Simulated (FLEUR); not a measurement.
# Ta (P6_3/mmc) in FLEUR: a series of runs, part 2 of 2

FLEUR MaX-R8.1 (later development tree). Earlier steps stand in the parts before.

## Step 3: Band structure, TPSS

inp.xml reads:

```xml
<?xml version="1.0" encoding="UTF-8" standalone="no"?>
<fleurInput fleurInputVersion="0.39">
   <comment>
      Ta                                                                                                  
   </comment>
   <calculationSetup>
      <cutoffs Kmax="4.1" Gmax="12.7" GmaxXC="12.7" numbands="0"/>
      <scfLoop itmax="80" minDistance="0.0001" maxIterBroyd="30" imix="Anderson" alpha="0.05" precondParam="0.0" spinf="2.0" sdNocoIR="T"/>
      <coreElectrons ctail="F" frcor="F" kcrel="0" coretail_lmax="0"/>
      <xcFunctional name="LibXC" relativisticCorrections="F">
         <LibXCName exchange="mgga_x_tpss" correlation="mgga_c_tpss"/>
         <AuxGGA exchange="117" correlation="130"/>
      </xcFunctional>
      <magnetism jspins="1"/>
      <soc l_soc="F" theta="0.0" phi="0.0" spav="F"/>
      <expertModes spex="0" secvar="F"/>
      <geometryOptimization l_f="F" forcealpha="1.0" forcemix="BFGS" epsdisp="0.00001" epsforce="0.00001"/>
      <ldaU l_linMix="F" mixParam="0.05" spinf="1.0"/>
   </calculationSetup>
   <cell>
      <bzIntegration valenceElectrons="54.0" mode="hist" fermiSmearingEnergy="0.00183747">
         <kPointListSelection listName="default-1"/>
         <!-- k-points included here -->
         <xi:include xmlns:xi="http://www.w3.org/2001/XInclude" href="kpts.xml"> </xi:include>
      </bzIntegration>
      <!-- symmetry operations included here -->
      <xi:include xmlns:xi="http://www.w3.org/2001/XInclude" href="sym.xml"> </xi:include>
      <bulkLattice scale="1.0">
         <bravaisMatrix>
            <row-1>    5.4809088766524683     0.0000000000000000     0.0000000000000000</row-1>
            <row-2>   -2.7404544383262341     4.7466063230114566     0.0000000000000000</row-2>
            <row-3>    0.0000000000000000     0.0000000000000000     9.7628429446417382</row-3>
         </bravaisMatrix>
      </bulkLattice>
   </cell>
   <atomSpecies>
      <species name="Tantalum (Ta)" element="Ta" atomicNumber="73">
         <mtSphere radius="2.51" gridPoints="839" logIncrement="0.016"/>
         <atomicCutoffs lmax="10" lnonsphr="10"/>
         <electronConfig flipSpins="F">
            <coreConfig>(1s1/2) (2s1/2) (2p1/2) (2p3/2) (3s1/2) (3p1/2) (3p3/2) (4s1/2) (3d3/2) (3d5/2) (4p1/2) (4p3/2) (4d3/2) (4d5/2)</coreConfig>
            <valenceConfig>(5s1/2) (5p1/2) (5p3/2) (6s1/2) (4f5/2) (4f7/2) (5d3/2) (5d5/2)</valenceConfig>
            <stateOccupation state="(5d3/2)" spinUp="0.600000" spinDown="0.600000"/>
            <stateOccupation state="(5d5/2)" spinUp="0.900000" spinDown="0.900000"/>
         </electronConfig>
         <energyParameters s="6" p="6" d="5" f="4"/>
         <lo type="SCLO" l="0" n="5" eDeriv="0"/>
         <lo type="SCLO" l="1" n="5" eDeriv="0"/>
         <lo type="SCLO" l="2" n="5" eDeriv="2"/>
         <lo type="SCLO" l="3" n="4" eDeriv="2"/>
      </species>
   </atomSpecies>
   <atomGroups>
      <atomGroup species="Tantalum (Ta)">
         <relPos label="                   1">1.000/3.000 -1.000/3.000 1.000/4.000</relPos>
         <relPos label="                   2">-1.000/3.000 1.000/3.000 -1.000/4.000</relPos>
         <force calculate="T" relaxXYZ="TTT"/>
      </atomGroup>
   </atomGroups>
   <output dos="F" band="F" slice="F">
      <checks vchk="F" cdinf="F"/>
      <bandDOS minEnergy="-.5*Htr" maxEnergy="0.5*Htr" sigma="0.015" storeEVData="T"/>
      <vacuumDOS vacdos="F" integ="F" star="F" nstars="0" locx1="0.0" locy1="0.0" locx2="0.0" locy2="0.0" nstm="0" tworkf="0.0"/>
      <unfoldingBand unfoldBand="F" supercellX="1" supercellY="1" supercellZ="1"/>
      <plotting iplot="0" polar="F">
         <plot TwoD="T" vec1="  1.0  0.0  0.0" vec2="  0.0  1.0  0.0" vec3="  0.0  0.0  1.0" zero="  0.0  0.0  0.0" file="plot"/>
      </plotting>
      <chargeDensitySlicing numkpt="0" minEigenval="0.0" maxEigenval="0.0" nnne="0" pallst="F"/>
      <specialOutput eonly="F"/>
      <moessbauerParams electricFieldGradient="T" isomerShift="T" coreHyperfine="T" valenceHyperfine="T"/>
      <magneticCircularDichroism mcd="F" energyLo="-10.0" energyUp="0.0"/>
   </output>
  <!-- We include the file relax.xml here to enable relaxations (see documentation) -->
  <xi:include xmlns:xi="http://www.w3.org/2001/XInclude" href="relax.xml"> <xi:fallback/> </xi:include>
</fleurInput>
```

crystal.txt reads:

```
Ta
&input cartesian=F /
2.9003720726  0.0000000000  0.0000000000
-1.4501860363  2.5117958953  0.0000000000
0.0000000000  0.0000000000  5.1662740000
1.8897261246
1.0 1.0 1.0

2
73 0.3333333334  0.6666666668  0.2500000000
73 0.6666666668  0.3333333334  0.7500000000

&kpt div1=11 div2=11 div3=5 gamma=T /
```

inp.xml (bands) reads:

```
<?xml version="1.0" encoding="UTF-8" standalone="no"?>
<fleurInput fleurInputVersion="0.39">
   <comment>
      Ta                                                                                                  
   </comment>
   <calculationSetup>
      <cutoffs Kmax="4.1" Gmax="12.7" GmaxXC="12.7" numbands="0"/>
      <scfLoop itmax="80" minDistance="0.0001" maxIterBroyd="30" imix="Anderson" alpha="0.05" precondParam="0.0" spinf="2.0" sdNocoIR="T"/>
      <coreElectrons ctail="F" frcor="F" kcrel="0" coretail_lmax="0"/>
      <xcFunctional name="LibXC" relativisticCorrections="F">
         <LibXCName exchange="mgga_x_tpss" correlation="mgga_c_tpss"/>
         <AuxGGA exchange="117" correlation="130"/>
      </xcFunctional>
      <magnetism jspins="1"/>
      <soc l_soc="F" theta="0.0" phi="0.0" spav="F"/>
      <expertModes spex="0" secvar="F"/>
      <geometryOptimization l_f="F" forcealpha="1.0" forcemix="BFGS" epsdisp="0.00001" epsforce="0.00001"/>
      <ldaU l_linMix="F" mixParam="0.05" spinf="1.0"/>
   </calculationSetup>
   <cell>
      <bzIntegration valenceElectrons="54.0" mode="hist" fermiSmearingEnergy="0.00183747">
         <kPointListSelection listName="path-1"/>
         <!-- k-points included here -->
         <xi:include xmlns:xi="http://www.w3.org/2001/XInclude" href="kpts.xml"> </xi:include>
      </bzIntegration>
      <!-- symmetry operations included here -->
      <xi:include xmlns:xi="http://www.w3.org/2001/XInclude" href="sym.xml"> </xi:include>
      <bulkLattice scale="1.0">
         <bravaisMatrix>
            <row-1>    5.4809088766524683     0.0000000000000000     0.0000000000000000</row-1>
            <row-2>   -2.7404544383262341     4.7466063230114566     0.0000000000000000</row-2>
            <row-3>    0.0000000000000000     0.0000000000000000     9.7628429446417382</row-3>
         </bravaisMatrix>
      </bulkLattice>
   </cell>
   <atomSpecies>
      <species name="Tantalum (Ta)" element="Ta" atomicNumber="73">
         <mtSphere radius="2.51" gridPoints="839" logIncrement="0.016"/>
         <atomicCutoffs lmax="10" lnonsphr="10"/>
         <electronConfig flipSpins="F">
            <coreConfig>(1s1/2) (2s1/2) (2p1/2) (2p3/2) (3s1/2) (3p1/2) (3p3/2) (4s1/2) (3d3/2) (3d5/2) (4p1/2) (4p3/2) (4d3/2) (4d5/2)</coreConfig>
            <valenceConfig>(5s1/2) (5p1/2) (5p3/2) (6s1/2) (4f5/2) (4f7/2) (5d3/2) (5d5/2)</valenceConfig>
            <stateOccupation state="(5d3/2)" spinUp="0.600000" spinDown="0.600000"/>
            <stateOccupation state="(5d5/2)" spinUp="0.900000" spinDown="0.900000"/>
         </electronConfig>
         <energyParameters s="6" p="6" d="5" f="4"/>
         <lo type="SCLO" l="0" n="5" eDeriv="0"/>
         <lo type="SCLO" l="1" n="5" eDeriv="0"/>
         <lo type="SCLO" l="2" n="5" eDeriv="2"/>
         <lo type="SCLO" l="3" n="4" eDeriv="2"/>
      </species>
   </atomSpecies>
   <atomGroups>
      <atomGroup species="Tantalum (Ta)">
         <relPos label="                   1">1.000/3.000 -1.000/3.000 1.000/4.000</relPos>
         <relPos label="                   2">-1.000/3.000 1.000/3.000 -1.000/4.000</relPos>
         <force calculate="T" relaxXYZ="TTT"/>
      </atomGroup>
   </atomGroups>
   <output dos="F" band="T" slice="F">
      <checks vchk="F" cdinf="F"/>
      <bandDOS minEnergy="-.5*Htr" maxEnergy="0.5*Htr" sigma="0.015" storeEVData="T"/>
      <vacuumDOS vacdos="F" integ="F" star="F" nstars="0" locx1="0.0" locy1="0.0" locx2="0.0" locy2="0.0" nstm="0" tworkf="0.0"/>
      <unfoldingBand unfoldBand="F" supercellX="1" supercellY="1" supercellZ="1"/>
      <plotting iplot="0" polar="F">
         <plot TwoD="T" vec1="  1.0  0.0  0.0" vec2="  0.0  1.0  0.0" vec3="  0.0  0.0  1.0" zero="  0.0  0.0  0.0" file="plot"/>
      </plotting>
      <chargeDensitySlicing numkpt="0" minEigenval="0.0" maxEigenval="0.0" nnne="0" pallst="F"/>
      <specialOutput eonly="F"/>
      <moessbauerParams electricFieldGradient="T" isomerShift="T" coreHyperfine="T" valenceHyperfine="T"/>
      <magneticCircularDichroism mcd="F" energyLo="-10.0" energyUp="0.0"/>
   </output>
  <!-- We include the file relax.xml here to enable relaxations (see documentation) -->
  <xi:include xmlns:xi="http://www.w3.org/2001/XInclude" href="relax.xml"> <xi:fallback/> </xi:include>
</fleurInput>
```

Potentials or basis: all-electron, FLAPW.

Run with:

```
$ inpgen -f crystal.txt -profile fastHighL
$ # inp.xml edited to the form shown
$ fleur_MPI
$ fleur_MPI   # second run, on inp.xml (bands)
```

The program printed:

```text
Welcome to FLEUR        (www.flapw.de)
      MaX-Release 8.1          (www.max-centre.eu)
 func_ids         231         202         231         202
 MetaGGA potential functional detected - V_tau will be computed
 Auxiliary Potential for radial basis: exchange=         117  correlation=         130
The functional 'Tao, Perdew, Staroverov & Scuseria' is an exchange functional, it belongs to the 'MGGA' family and is defined in the reference(s):
[1] J. Tao, J. P. Perdew, V. N. Staroverov, and G. E. Scuseria.,  Phys. Rev. Lett. 91, 146401 (2003)
[2] J. P. Perdew, J. Tao, V. N. Staroverov, and G. E. Scuseria.,  J. Chem. Phys. 120, 6898 (2004)
The functional 'Tao, Perdew, Staroverov & Scuseria' is a correlation functional, it belongs to the 'MGGA' family and is defined in the reference(s):
[1] J. Tao, J. P. Perdew, V. N. Staroverov, and G. E. Scuseria.,  Phys. Rev. Lett. 91, 146401 (2003)
[2] J. P. Perdew, J. Tao, V. N. Staroverov, and G. E. Scuseria.,  J. Chem. Phys. 120, 6898 (2004)
 Using same functional for VXC and EXC

 ========== k-point set info ==========
 Selected k-point list: default-1
 k-point list type: mesh
[... 37 lines left out ...]
The functional 'Hammer, Hansen, and Norskov' is an exchange functional, it belongs to the 'GGA' family and is defined in the reference(s):
[1] B. Hammer, L. B. Hansen, and J. K. Nørskov.,  Phys. Rev. B 59, 7413 (1999)
[... 68 lines left out ...]
The functional 'Hammer, Hansen, and Norskov' is an exchange functional, it belongs to the 'GGA' family and is defined in the reference(s):
[1] B. Hammer, L. B. Hansen, and J. K. Nørskov.,  Phys. Rev. B 59, 7413 (1999)
The functional 'Perdew, Burke & Ernzerhof' is a correlation functional, it belongs to the 'GGA' family and is defined in the reference(s):
[1] J. P. Perdew, K. Burke, and M. Ernzerhof.,  Phys. Rev. Lett. 77, 3865 (1996)
[2] J. P. Perdew, K. Burke, and M. Ernzerhof.,  Phys. Rev. Lett. 78, 1396 (1997)
 Using same functional for VXC and EXC
 Iteration:    14   Distance:       0.00015695 me/bohr^3
The functional 'Hammer, Hansen, and Norskov' is an exchange functional, it belongs to the 'GGA' family and is defined in the reference(s):
[1] B. Hammer, L. B. Hansen, and J. K. Nørskov.,  Phys. Rev. B 59, 7413 (1999)
The functional 'Perdew, Burke & Ernzerhof' is a correlation functional, it belongs to the 'GGA' family and is defined in the reference(s):
[1] J. P. Perdew, K. Burke, and M. Ernzerhof.,  Phys. Rev. Lett. 77, 3865 (1996)
[2] J. P. Perdew, K. Burke, and M. Ernzerhof.,  Phys. Rev. Lett. 78, 1396 (1997)
 Using same functional for VXC and EXC
 Iteration:    15   Distance:       0.00000534 me/bohr^3

 ********************************************************************
 Run finished successfully
 Stop message:
   all done
 ********************************************************************
```

It took 50 s on 1 thread of Arm Neoverse V2, shared host; peak memory 0.09 GiB.

Results:

```
Free energy                                           : -850353.4156 eV
Band gap along the path                               : none (metal or under the smearing width)
Valence electrons inside the program's atomic spheres : Ta 24.83 (radii Ta 2.51 bohr)
```

Levels at the corners of the path, in eV from the Fermi level:
```
point  band 23  band 24  band 25  band 26  band 27  band 28  band 29  band 30  band 31  band 32
    Γ    -8.14    -4.88    -0.58    -0.20     0.59     0.59     1.16     1.16     2.98     2.98
    M    -4.04    -3.85    -3.37    -0.51    -0.40     0.48     0.85     5.54     6.42     6.72
    K    -2.90    -1.96    -1.96    -1.69    -0.57    -0.57     1.05     4.02     4.02     4.03
    Γ    -8.14    -4.88    -0.58    -0.20     0.59     0.59     1.16     1.16     2.98     2.98
    A    -6.33    -6.33    -1.21    -1.21     0.64     0.64     0.64     0.64     4.42     4.42
    L    -4.33    -4.33    -2.31    -2.31     1.43     1.43     2.59     2.59     5.51     5.51
    H    -2.43    -2.43    -2.00    -2.00    -0.63    -0.63     1.51     1.51     5.17     5.17
    A    -6.33    -6.33    -1.21    -1.21     0.64     0.64     0.64     0.64     4.42     4.42
    L    -4.33    -4.33    -2.31    -2.31     1.43     1.43     2.59     2.59     5.51     5.51
    M    -4.04    -3.85    -3.37    -0.51    -0.40     0.48     0.85     5.54     6.42     6.72
    K    -2.90    -1.96    -1.96    -1.69    -0.57    -0.57     1.05     4.02     4.02     4.03
    H    -2.43    -2.43    -2.00    -2.00    -0.63    -0.63     1.51     1.51     5.17     5.17
```

Core levels (eV from the Fermi level):
```csv
atom,levels
1 Ta,"1s1/2 -67277.4, 2s1/2 -11547.2, 2p1/2 -11033.2, 2p3/2 -9763.0, 3s1/2 -2641.3, 3p1/2 -2413.4, 3p3/2 -2139.9, 4s1/2 -534.5, 3d3/2 -1756.0, 3d5/2 -1696.4, 4p1/2 -440.6, 4p3/2 -377.7, 4d3/2 -223.6, 4d5/2 -212.0"
2 Ta,"1s1/2 -67277.4, 2s1/2 -11547.2, 2p1/2 -11033.2, 2p3/2 -9763.0, 3s1/2 -2641.3, 3p1/2 -2413.4, 3p3/2 -2139.9, 4s1/2 -534.5, 3d3/2 -1756.0, 3d5/2 -1696.4, 4p1/2 -440.6, 4p3/2 -377.7, 4d3/2 -223.6, 4d5/2 -212.0"
```

Caveat: the meta-GGA is that of a development version, with a GGA for the radial functions and cores and without core tails; spin-orbit coupling is left out, which moves the levels of the heavy elements.
